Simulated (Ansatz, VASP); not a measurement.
C: VASP beside Ansatz

```
C
1.0
    -2.42911    2.42911    2.42911
     2.42911   -2.42911    2.42911
     2.42911    2.42911   -2.42911
C
8
Direct
  0.32546 0.00000 0.00000
  0.67454 0.67454 0.67454
  0.00000 0.32546 0.00000
  0.00000 0.00000 0.32546
  0.00000 0.67454 0.00000
  0.32546 0.32546 0.32546
  0.67454 0.00000 0.00000
  0.00000 0.00000 0.67454
```

Alike in both runs: functional r2SCAN; k mesh 8 × 8 × 8; occupations gaussian, width 0.02 eV; no spin polarisation.

Ansatz relaxed the structure, and its values are those at the end. VASP's run is a single point on that final structure, the one shown.

|  | VASP | Ansatz |
| --- | --- | --- |
| version | VASP 6.6.1 | Ansatz 0.2.0 |
| potentials or method | VASP PAW PBE potentials, release 64 (C) | scalar-relativistic, plane waves, PAW |
| plane-wave cutoff (eV) | 520 | 500 |
| valence electrons in the cell | 32 | 32 |

|  | VASP | Ansatz | Ansatz less VASP |
| --- | --- | --- | --- |
| gap on the k mesh at the Fermi level (eV) | 3.17 | 3.19 | +0.014 |
| least direct gap on the mesh (eV) | 4.12 | 4.15 | +0.037 |
| pressure (GPa) | 0.9 | 0.0 | -0.86 |
| rms of the force components (eV/Å) | 0.029 | 0.003 | -0.0255 |

The functional is the same, so the differences come from potentials, cutoffs and numerics.

Caveats: the PAW data sets were made with another functional, which shifts forces and pressure a little (VASP).
